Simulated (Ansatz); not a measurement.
# Ti (001): surface energy and levels

Aim: for Ti, compute energy, relaxation and work function or band edges of the (001) face.

Computed with Ansatz 0.2.0 (DFT PBE, scalar-relativistic, plane waves, PAW, unless a step's input says otherwise).

1 further run of the same task is left out (set aside as unsound or not needed).

## 1. The starting structure

The structure is hexagonal, space group P6_3/mmc (No. 194). Conventional cell: a = 2.938 Å, b = 2.938 Å, c = 4.651 Å, α = 90.00°, β = 90.00°, γ = 120.00°. Ti (site symmetry -6m2) has 12 Ti at 2.88 to 2.94 Å as nearest neighbours.

As a file:

```xyz
2
Lattice="2.9385 0.0000 0.0000 -1.4692 2.5448 0.0000 0.0000 0.0000 4.6506" Properties=species:S:1:pos:R:3 pbc="T T T"
Ti    0.0000    1.6965    1.1627
Ti    1.4692    0.8483    3.4880
```

This cell was relaxed beforehand with the same method: volume 17.39 Å³/atom, gap on the mesh none (metal).

Bulk energy on matching settings, from an earlier run: -2499.6667 eV/atom.

## 2. The (001) slab

Miller indices refer to the conventional cell of the relaxed bulk, P6_3/mmc (No. 194): a = 2.938 Å, b = 2.938 Å, c = 4.651 Å, α = 90.00°, β = 90.00°, γ = 120.00°.

Cut from the relaxed bulk: a (001) slab, 14.0 Å thick as cut, with 15 Å of vacuum; its outer planes are Ti (top) and Ti (bottom).

The slab as cut. Its planes from the bottom up:

```
plane  atoms per cell  height over the lowest (Å)
    1              Ti                        0.00
    2              Ti                        2.33
    3              Ti                        4.65
    4              Ti                        6.98
    5              Ti                        9.30
    6              Ti                       11.63
    7              Ti                       13.95
```

## 3. The slab as cut, atoms at the bulk's places

The cell repeats along c, and a dipole correction in the vacuum removes the field between the copies.

Input file input.yaml:

```yaml
crystal:
  lattice:
    - [2.9384580613, 0.0, 0.0]
    - [-1.4692290307, 2.5447793291, 0.0]
    - [0.0, 0.0, 28.9519020424]
  atoms:
    - { symbol: Ti, position: [0.6666666667, 0.3333333333, 0.2590503377] }
    - { symbol: Ti, position: [0.3333333333, 0.6666666667, 0.3393668918] }
    - { symbol: Ti, position: [0.6666666667, 0.3333333333, 0.4196834459] }
    - { symbol: Ti, position: [0.3333333333, 0.6666666667, 0.5] }
    - { symbol: Ti, position: [0.6666666667, 0.3333333333, 0.5803165541] }
    - { symbol: Ti, position: [0.3333333333, 0.6666666667, 0.6606331082] }
    - { symbol: Ti, position: [0.6666666667, 0.3333333333, 0.7409496623] }
basis:
  ecutwfc: 420
kpoints:
  mp_grid: { grid: [12, 12, 1] }
hamiltonian:
  xc: pbe
scf:
  occupations: { method: gaussian, width: 0.1 }
output:
  forces: true
  stress: true
  eigenvalues: true
  write_density: true
  write_potential: true
  elf: true
  volumetric_format: npy
efield:
  axis: 3
  dipole_correction: true
  ramp_width: 0.04
```

Command:

```
$ ansatz run input.yaml --threads 1 --pin off --max-ram 2560MiB --backend cpu --events-out ev --progress --plain --runs-dir out
```

What it wrote, cut to the lines that bear on the results:

```text
Warning: RAYON_NUM_THREADS=1 ignored (pool sized by the plan → 1); use --threads N
[...]
Pseudopotentials: kind: paw
Pseudopotential: Ti, paw, valence charge 12, recommended cutoff 420 eV (normal), Ti.paw.azcp
Functional definition: PBE
[...]
Crystal: 7 atoms, lattice volume = 216.494 Å³
Basis set: ecut = 420 eV, 4177 PW (Γ), exchange–correlation on 40×40×400 points (8 copies of the dense FFT grid, shifted against one another)
Bands: 51, of which v1, the nominal top of the filled ones, is band 42 counted from 1 (41 counted from 0)
Symmetry: 6 space group operations
k-points: 19 of 144 (time reversal used)
[...]
SCF iter   1: F=—  HF=-17495.789165 eV  |F-HF|=—  |Δ(HF+E_count)|=         —  Δρ=1.12e-2  dr2=5.94e0  ethr=1.77e-3  p=0.000 e·Å  D=1.29e-13 V/Å  ΔV_dip=-0.00 eV  dr2_dipole=3.74e-7  V_vac-E_F(+/−)=4.16/4.16 eV  ⟨swp⟩=9.5  Hψ=4458  notcnv=0
[...]
SCF iter   8: F=-17495.741727 eV  HF=-17495.741727 eV  |F-HF|=4.32e-8  |Δ(HF+E_count)|=   5.01e-7  Δρ=5.90e-6  dr2=7.97e-8  ethr=1.19e-10  p=-0.000 e·Å  D=-9.51e-8 V/Å  ΔV_dip=0.00 eV  dr2_dipole=1.06e-12  V_vac-E_F(+/−)=4.48/4.48 eV  ⟨swp⟩=18.6  Hψ=7953  notcnv=0
[...]
WARN: The output density's exchange-correlation potential varies sharply where the density is thin. Do not read a vacuum level from v_tot or v_xc, or from such a field of the output density. On a cell that repeats whose density bears no net charge and no dipole along the vacuum's axis use [...]
SCF converged after 8 iterations
Free energy (F): -17495.741727 eV
[...]
E sigma→0 (E₀):  -17495.712190 eV
Entropy (-TS):   -0.059075 eV (-8.439 meV/atom)
Fermi energy:    5.677635 eV
Dipole field:    D = -0.000001 V/Å  (p = -0.000002 e·Å, saw-weighted, corrected)
Work function:   Φ+ = 4.4796 eV   Φ− = 4.4796 eV
Levels:          The Fermi level and band energies are counted from a zero that moves with the ramp; work functions are not
[...]
--- Forces (eV/Å), atoms counted from 1 ---
  atom   1  Ti     0.00000000    -0.00000000     0.53504473
  atom   2  Ti    -0.00000000     0.00000000    -0.63476776
  atom   3  Ti     0.00000000    -0.00000000     0.09367199
  atom   4  Ti    -0.00000000     0.00000000    -0.00000124
  atom   5  Ti     0.00000000    -0.00000000    -0.09367053
  atom   6  Ti     0.00000000     0.00000000     0.63476749
  atom   7  Ti     0.00000000    -0.00000000    -0.53504426
[...]
--- Stress (GPa, compression-positive) ---
       -1.200558       0.000000       0.000000
        0.000000      -1.200558      -0.000000
        0.000000      -0.000000      -1.477153
  P = ⅓ Tr σ = -1.2928 GPa (-12.928 kbar)
--- Band table (eV; the first three rows and the last of 19) ---
[...]
```

It took 18 s on 1 thread of Intel Xeon Platinum 8488C (Sapphire Rapids), shared host; peak memory 0.52 GiB.

From the log: work function 4.48 eV.

Density in a lattice plane of the grid's cell (edges 2.94 and 28.95 Å, at 0.333 of the third edge), which holds Ti.

Values in e/Å³, 12 rows by 6 columns:
```
 0.00  0.00  0.00  0.00  0.00  0.00
 0.00  0.00  0.00  0.00  0.00  0.00
 0.33  0.17  0.33  4.31  9.04  4.30
 0.36  0.64  0.36  0.23  0.23  0.23
 0.38  0.19  0.38  5.28 10.02  5.27
 0.38  0.72  0.38  0.23  0.23  0.23
 0.38  0.19  0.38  5.28 10.02  5.27
 0.36  0.64  0.36  0.23  0.23  0.23
 0.33  0.17  0.33  4.31  9.04  4.30
 0.00  0.00  0.00  0.00  0.00  0.00
 0.00  0.00  0.00  0.00  0.00  0.00
 0.00  0.00  0.00  0.00  0.00  0.00
```
Columns run along the first of these edges and rows up along the second, over one cell in 6 and 12 even steps from the bottom left corner. Atoms in the plane (fractional): Ti at (0.67, 0.26), Ti at (0.67, 0.42), Ti at (0.67, 0.58), Ti at (0.67, 0.74).

ELF in the same plane.

Values, 12 rows by 6 columns:
```
0.00 0.00 0.00 0.00 0.00 0.00
0.09 0.12 0.09 0.06 0.04 0.06
0.15 0.25 0.15 0.61 0.23 0.61
0.15 0.28 0.14 0.39 0.74 0.39
0.16 0.26 0.16 0.58 0.03 0.59
0.16 0.32 0.16 0.37 0.73 0.37
0.16 0.26 0.16 0.58 0.03 0.59
0.15 0.28 0.14 0.39 0.74 0.39
0.15 0.25 0.15 0.61 0.23 0.61
0.09 0.12 0.09 0.06 0.04 0.06
0.00 0.00 0.00 0.00 0.00 0.00
0.00 0.00 0.00 0.00 0.00 0.00
```
Columns run along the first of these edges and rows up along the second, over one cell in 6 and 12 even steps from the bottom left corner. Atoms in the plane (fractional): Ti at (0.67, 0.26), Ti at (0.67, 0.42), Ti at (0.67, 0.58), Ti at (0.67, 0.74).

Both are smooth fields of the valence electrons: close to the nuclei they are not physical.

The highest ELF values outside the cores: 0.76 between the atoms, 2.0 Å from Ti; 0.74 outside the outer layer, 2.0 Å from Ti.

## 4. All atoms of the slab relaxed

Edit input.yaml of step 3 so:

```diff
@@ -23,3 +23,2 @@
   forces: true
-  stress: true
   eigenvalues: true
@@ -29,2 +28,6 @@
   volumetric_format: npy
+relax:
+  adjacent_minimum: "off"
+  f_tol: 0.02
+  max_steps: 60
 efield:
```

Command:

```
$ ansatz run input.yaml --threads 1 --pin off --max-ram 2560MiB --backend cpu --events-out ev --progress --plain --runs-dir out
```

What it wrote:

```text
Warning: RAYON_NUM_THREADS=1 ignored (pool sized by the plan → 1); use --threads N
Engine: ansatz 0.2.0, x86_64-unknown-linux-gnu
[... 3 set-up lines as earlier in the session ...]
  parameter kappa = 0.804
  parameter beta = 0.06672455060314922
  exchange = pbe_x(kappa = kappa, mu = beta*pi^2/3)
  correlation = pbe_c(beta = beta)
Crystal: 7 atoms, lattice volume = 216.494 Å³
Basis set: ecut = 420 eV, 4177 PW (Γ), exchange–correlation on 40×40×400 points (8 copies of the dense FFT grid, shifted against one another)
Bands: 51, of which v1, the nominal top of the filled ones, is band 42 counted from 1 (41 counted from 0)
[... 1 set-up line as earlier in the session ...]
k-points: 19 of 144 (time reversal used)
Non-local potential: Ti, projectors of the file, l = 0: 3, l = 1: 2, l = 2: 3, l = 3: 1
PAW form: soft (Blöchl's): semilocal exchange-correlation on the pseudo side does not see the compensation charge
PAW one-centre angular grid: Ti, 590 points (default); XC on 64 Gauss nodes
Initial density: superposition of atomic densities (neutral atoms: chi_scale 0, normalization atom), corrected by the library's trained network
Initial wavefunctions: pseudopotential atomic-orbital guess
Functional: x = pbe(κ = 0.804, μ = 0.2195149727645171), c = pbe(β = 0.06672455060314922)
SCF iter   1: F=—  HF=-17495.789166 eV  |F-HF|=—  |Δ(HF+E_count)|=         —  Δρ=1.12e-2  dr2=5.94e0  ethr=1.77e-3  p=0.000 e·Å  D=4.33e-14 V/Å  ΔV_dip=-0.00 eV  dr2_dipole=3.73e-7  V_vac-E_F(+/−)=4.16/4.16 eV  ⟨swp⟩=9.5  Hψ=4458  notcnv=0
efield: sawtooth ramp at fractional position 0.9800 (placed from the atoms, in the widest stretch of the axis that holds none; the zero of the levels goes with the place), width 0.0400; the density the first Hamiltonian is built on has a dipole p = 0.000 e·Å; the dipole correction subtracts the counter field D = 4.33e-14 V/Å, which shifts the + side's vacuum level by -0.00 eV against the − side's; the planar-averaged density in the ramp window peaks in size at 1.3e-4 e/Å³
preconditioner: auto → LDOS  [metal: Δε(μ)=0.025 eV  Ē_g=2.233 eV  σ=0.100 eV  W_gap=0.14  n_scr=20 (ndim 8)  ℏωp=13.4 eV  f_vac=0.387  D(μ)=12.79/eV (n_scr^D=144)  β→1.0]
SCF iter   2: F=—  HF=-17495.742286 eV  |F-HF|=—  |Δ(HF+E_count)|=   4.69e-2  Δρ=2.64e-3  dr2=2.12e-2  ethr=1.77e-3  p=0.000 e·Å  D=1.06e-5 V/Å  ΔV_dip=-0.00 eV  dr2_dipole=1.18e-6  V_vac-E_F(+/−)=4.40/4.40 eV  ⟨swp⟩=1.2  Hψ=1125  notcnv=0  defer=2
SCF iter   3: F=—  HF=-17495.742227 eV  |F-HF|=—  |Δ(HF+E_count)|=   5.94e-5  Δρ=1.30e-3  dr2=1.57e-2  ethr=2.53e-5  p=0.000 e·Å  D=9.70e-7 V/Å  ΔV_dip=-0.00 eV  dr2_dipole=4.68e-8  V_vac-E_F(+/−)=4.43/4.43 eV  ⟨swp⟩=2.9  Hψ=1894  notcnv=0  defer=10
SCF iter   4: F=—  HF=-17495.741726 eV  |F-HF|=—  |Δ(HF+E_count)|=   5.01e-4  Δρ=3.92e-4  dr2=1.80e-3  ethr=1.87e-5  p=0.000 e·Å  D=3.40e-7 V/Å  ΔV_dip=-0.00 eV  dr2_dipole=1.71e-8  V_vac-E_F(+/−)=4.45/4.45 eV  ⟨swp⟩=1.3  Hψ=965  notcnv=0  defer=10
SCF iter   5: F=—  HF=-17495.741712 eV  |F-HF|=—  |Δ(HF+E_count)|=   1.32e-5  Δρ=1.74e-4  dr2=2.74e-4  ethr=2.15e-6  p=-0.000 e·Å  D=-5.52e-7 V/Å  ΔV_dip=0.00 eV  dr2_dipole=4.33e-10  V_vac-E_F(+/−)=4.47/4.47 eV  ⟨swp⟩=1.8  Hψ=1138  notcnv=0  defer=7
SCF iter   6: F=—  HF=-17495.741724 eV  |F-HF|=—  |Δ(HF+E_count)|=   1.14e-5  Δρ=5.73e-5  dr2=2.65e-5  ethr=3.26e-7  p=-0.000 e·Å  D=-2.07e-7 V/Å  ΔV_dip=0.00 eV  dr2_dipole=7.22e-10  V_vac-E_F(+/−)=4.48/4.48 eV  ⟨swp⟩=1.9  Hψ=1125  notcnv=0  defer=5
iter 7 did not close the SCF: its close was put off until two iterations running show no level that it waits for move by more than its bar (scf_convergence_deferred on its scf_iter line)
SCF iter   7: F=-17495.741727 eV  HF=-17495.741727 eV  |F-HF|=8.35e-9  |Δ(HF+E_count)|=   2.84e-6  Δρ=1.79e-5  dr2=9.47e-7  ethr=1.19e-8  p=-0.000 e·Å  D=-1.81e-7 V/Å  ΔV_dip=0.00 eV  dr2_dipole=3.59e-10  V_vac-E_F(+/−)=4.48/4.48 eV  ⟨swp⟩=19.5  Hψ=9470  notcnv=0
SCF iter   8: F=-17495.741727 eV  HF=-17495.741727 eV  |F-HF|=3.75e-8  |Δ(HF+E_count)|=   5.25e-7  Δρ=5.93e-6  dr2=8.30e-8  ethr=1.13e-9  p=-0.000 e·Å  D=-8.59e-8 V/Å  ΔV_dip=0.00 eV  dr2_dipole=6.92e-12  V_vac-E_F(+/−)=4.48/4.48 eV  ⟨swp⟩=9.5  Hψ=6989  notcnv=0
SCF 1 converged in 8 iterations: F = -17495.741727 eV  dr2 = 8.30e-8
relax step   1: F+E_penalty+E_count = -17495.74172729 eV  Δ(F+E_penalty+E_count) = +0.000e0 eV  max|allowed force component| = 6.348e-1 eV/Å  Δτ_max = 0.0000 Å  (8 SCF iters, dr2 threshold 1.00e-5 eV, accepted)
[... 13 lines left out ...]
relax step   2: F+E_penalty+E_count = -17495.80626421 eV  Δ(F+E_penalty+E_count) = -6.454e-2 eV  max|allowed force component| = 4.999e-1 eV/Å  Δτ_max = 0.1771 Å  (8 SCF iters, dr2 threshold 2.52e-5 eV, accepted)
[... 11 lines left out ...]
relax step   3: F+E_penalty+E_count = -17495.85041044 eV  Δ(F+E_penalty+E_count) = -4.415e-2 eV  max|allowed force component| = 4.150e-2 eV/Å  Δτ_max = 0.0619 Å  (7 SCF iters, dr2 threshold 1.56e-5 eV, accepted)
[... 9 lines left out ...]
relax step   4: F+E_penalty+E_count = -17495.85070921 eV  Δ(F+E_penalty+E_count) = -2.988e-4 eV  max|allowed force component| = 1.195e-2 eV/Å  Δτ_max = 0.0104 Å  (6 SCF iters, accepted)
WARN: The output density's exchange-correlation potential varies sharply where the density is thin. Do not read a vacuum level from v_tot or v_xc, or from such a field of the output density. On a cell that repeats whose density bears no net charge and no dipole along the vacuum's axis use v_es (v_loc + v_h of the components); under efield.dipole_correction with no amplitude use v_es + v_field, which holds any external_charges[].barrier, or the levels of the report's work_function block, which leave it out; under a non-zero efield.amplitude the vacuum is tilted and has no level; on a cell that repeats and bears such a dipole with no correction it is tilted too, and efield.dipole_correction with no amplitude gives each side of its ramp a level where efield: is served; in a cell that repeats whose density bears a net charge (total_charge, or a fill off its count) it is curved and has none; of a slab under crystal.periodic whose density bears no net charge use v_es, which has a level on each side, short of where the two are joined; of another it falls or rises all the way out and has none; of a slab beside external_charges read slab_vacuum_level instead, which it has where they leave it neutral. The grid or the basis barely resolves most such structure, and the values can differ between equally converged runs; as a rule a tighter scf.convergence.dr2_threshold does not remove it. Where the density itself ripples (under the LDA too) a higher basis.ecutwfc lessens it. The files hold the spikes' plane waves up to the density's cutoff. Files: v_tot_of_output_density and the like, and their columns of v_z.tsv (output.write_potential); v_xc_of_output_density and the like, and their columns of v_comp_z.tsv (output.write_potential_components). Measured: with its Gaussian average of σ = 0.25 Å subtracted twice, the exchange-correlation potential is over 0.1 eV at 661 of the grid points where the equally averaged density (valence and model cores) is under 1e-3 e/Å³, and 0.858 eV at the most among them, at an averaged density of 1.0e-7 e/Å³. The input density's (outcome.potential() and, of a run that writes arrays, v_tot and v_xc) is over 0.1 eV, so measured, at 90 points of its own thin density, 0.143 eV at the most. See output.write_potential in the manual, Limitations
SCF converged after 6 iterations
Free energy (F): -17495.850709 eV
Harris-Foulkes:  -17495.850709 eV  (|F-HF|=1.65e-8)
Internal energy: -17495.800631 eV  (E = F + TS)
E sigma→0 (E₀):  -17495.825670 eV
Entropy (-TS):   -0.050078 eV (-7.154 meV/atom)
Fermi energy:    5.688986 eV
Dipole field:    D = 0.000000 V/Å  (p = 0.000000 e·Å, saw-weighted, corrected)
Work function:   Φ+ = 4.4157 eV   Φ− = 4.4157 eV
Levels:          The Fermi level and band energies are counted from a zero that moves with the ramp; work functions are not
--- Per-component energies (eV) ---
  E_band       = -1746.507088
  E_kinetic    = 1905.625919
  E_local      = -87600.344257  (includes V_loc(G=0)·N_el)
  E_nonlocal   = 58.492957
  E_hartree    = 42969.101199
  E_xc         = -680.370402
  E_vxc        = -850.974174  (∫ρ·V_xc dr)
  E_paw        = -7333.867065  (= ΣΔE_a)
  E_vpaw       = -1197.504581  (= ΣTr[D̂ρ^β])
  E_aug_tail   = 0.000832  (compensation charges beyond the density's cutoff)
  E_efield     = 0.000000  (sawtooth field / dipole correction)
  E_vefield    = 0.000000  (∫n·V_field dr)
  E_ewald      = 33185.560186
  E_smearing   = -0.050078  (= −TS)
  E_closure    = -0.000000  (closes the sum)
  Σ components = -17495.850709   (vs F -17495.850709, Δ=0.00e0)
--- Forces (eV/Å), atoms counted from 1 ---
  atom   1  Ti     0.00000000    -0.00000000     0.00339858
  atom   2  Ti    -0.00000000     0.00000000    -0.00956604
  atom   3  Ti     0.00000000    -0.00000000     0.01195477
  atom   4  Ti    -0.00000000     0.00000000     0.00000110
  atom   5  Ti     0.00000000    -0.00000000    -0.01195438
  atom   6  Ti    -0.00000000     0.00000000     0.00956351
  atom   7  Ti     0.00000000    -0.00000000    -0.00339771
  max |Σ_I F_I| component: 1.69e-7 eV/Å
--- Band table (eV; the first three rows and the last of 19) ---
  k-point 0: bands = ["-51.1654", "-51.1652", "-51.1181", "-51.0649", "-51.0192", "-50.9511", "-50.9495", "-27.7239", "-27.6875", "-27.6101", "-27.4134", "-27.2084", "-27.1348", "-27.1348", "-27.1347", "-27.1347", "-27.0838", "-27.0838", "-27.0653", "-27.0420", "-27.0420", "-27.0201", "-27.0100", "-27.0100", "-26.9541", "-26.9541", "-26.9532", "-26.9532", "-0.3439", "0.0720", "0.6719", "1.4485", "2.1758", "2.7038", "2.9510", "5.4251", "5.5095", "5.9253", "5.9405", "6.2095", "6.2927", "6.2927", "6.3307", "6.3307", "6.3536", "6.3536", "6.3622", "6.4093", "6.4093", "6.4919", "6.4919"]
[... 3 lines left out ...]
--- Relaxed structure (4 steps of the walk, 4 accepted, 0 SCFs on fresh bases) ---
  F+E_penalty+E_count = -17495.85070921 eV   max|allowed force component| = 1.195e-2 eV/Å
  atoms:
    - { symbol: Ti, position: [0.6666666666666667, 0.3333333333333334, 0.2629098116846874] }
    - { symbol: Ti, position: [0.3333333333333334, 0.6666666666666667, 0.33755043420042297] }
    - { symbol: Ti, position: [0.6666666666666667, 0.3333333333333334, 0.42022351670477287] }
    - { symbol: Ti, position: [0.3333333333333334, 0.6666666666666667, 0.49999999113665144] }
    - { symbol: Ti, position: [0.6666666666666667, 0.3333333333333334, 0.5797764751032448] }
    - { symbol: Ti, position: [0.3333333333333334, 0.6666666666666667, 0.6624495772756064] }
    - { symbol: Ti, position: [0.6666666666666667, 0.3333333333333334, 0.7370901938946146] }
```

Run time: 67 s. Hardware: 1 thread of Intel Xeon Platinum 8488C (Sapphire Rapids), shared host; peak memory 0.55 GiB.

Relaxation path:

```
step  E - E(step 1) (eV/cell)  largest force component (eV/Å)
   1                   0.0000                          0.6348
   2                  -0.0645                          0.4999
   3                  -0.1087                          0.0415
   4                  -0.1090                          0.0120
```

Step 1 is the start.

From the log: work function 4.42 eV.

Plane-averaged electrostatic potential energy of an electron across the slab, counted from the Fermi level:

(z (Å), V (eV)): (1.74, 4.42), (2.32, 4.42), (2.90, 4.41), (3.18, 4.41), (3.76, 4.41), (4.34, 4.38), (4.92, 4.27), (5.50, 3.90), (5.79, 3.45), (6.37, 1.19), (6.95, -6.20), (7.53, -12.79), (8.11, -8.54), (8.40, -3.74), (8.98, -3.53), (9.55, -11.80), (10.13, -10.52), (10.71, -1.38), (11.00, -0.17), (11.58, -7.03), (12.16, -12.66), (12.74, -7.29), (13.32, -0.64), (13.61, -2.39), (14.19, -11.30), (14.77, -11.30), (15.34, -2.39), (15.63, -0.64), (16.21, -7.29), (16.79, -12.66), (17.37, -7.03), (17.95, -0.17), (18.24, -1.38), (18.82, -10.52), (19.40, -11.80), (19.98, -3.53), (20.56, -3.74), (20.85, -8.54), (21.42, -12.79), (22.00, -6.20), (22.58, 1.19), (23.16, 3.45), (23.45, 3.90), (24.03, 4.27), (24.61, 4.38), (25.19, 4.41), (25.77, 4.41), (26.06, 4.41), (26.64, 4.42), (27.21, 4.42)

Density in a lattice plane of the grid's cell (edges 2.94 and 28.95 Å, at 0.333 of the third edge), which holds Ti.

Ten even steps from ' ' (0.00 e/Å³) to '@' (7.58 e/Å³):
```
            
            
            
            
      ==@@==
            
            
      ..++..
        ..  
            
        ..  
      ..++..
            
            
      ==@@==
            
            
            
            
            
```
Columns run along the first of these edges and rows up along the second, over one cell in 6 and 20 even steps from the bottom left corner. Atoms in the plane (fractional): Ti at (0.67, 0.26), Ti at (0.67, 0.42), Ti at (0.67, 0.58), Ti at (0.67, 0.74).

ELF in the same plane.

Values, 12 rows by 6 columns:
```
0.00 0.00 0.00 0.00 0.00 0.00
0.07 0.09 0.07 0.05 0.04 0.05
0.13 0.26 0.13 0.61 0.44 0.61
0.15 0.29 0.15 0.40 0.75 0.40
0.16 0.26 0.16 0.59 0.04 0.59
0.16 0.31 0.16 0.37 0.73 0.37
0.16 0.26 0.16 0.59 0.04 0.59
0.15 0.29 0.15 0.40 0.75 0.40
0.13 0.26 0.13 0.61 0.44 0.61
0.07 0.09 0.07 0.05 0.04 0.05
0.00 0.00 0.00 0.00 0.00 0.00
0.00 0.00 0.00 0.00 0.00 0.00
```
Columns run along the first of these edges and rows up along the second, over one cell in 6 and 12 even steps from the bottom left corner. Atoms in the plane (fractional): Ti at (0.67, 0.26), Ti at (0.67, 0.42), Ti at (0.67, 0.58), Ti at (0.67, 0.74).

Both are smooth fields of the valence electrons: close to the nuclei they are not physical.

Maxima of ELF outside the ion cores: 0.79 between the atoms, 1.7 Å from Ti; 0.72 outside the outer layer, 2.0 Å from Ti.

## 5. What the (001) slab gives

The surface energy is (E_slab − N·E_bulk) / 2A, with N = 7 atoms and A = 7.48 Å².

|  | as cut | relaxed |
| --- | --- | --- |
| surface energy, mean of both faces | 2.09 J/m² | 1.97 J/m² |
| work function | 4.48 eV | 4.42 eV |
| dipole along +c (e·Å/cell) | 0.000 | 0.000 |

How the layers moved (bottom to top):

```
plane  atoms  spacing to the next, as cut (Å)  relaxed (Å)  change (%)  rumpling (Å)
    1     Ti                            2.325        2.161        -7.1         0.000
    2     Ti                            2.325        2.394        +2.9         0.000
    3     Ti                            2.325        2.310        -0.7         0.000
    4     Ti                            2.325        2.310        -0.7         0.000
    5     Ti                            2.325        2.394        +2.9         0.000
    6     Ti                            2.325        2.161        -7.1         0.000
    7     Ti                                                                   0.000
```

## 6. Summary of results

| quantity | value |
| --- | --- |
| surface energy, (001), cut with Ti on top | 1.97 J/m² |
| work function, (001), cut with Ti on top | 4.42 eV |

What this shows: On (001) the top spacing contracts by 7.1 %, and relaxation gains 0.122 J/m² a face.
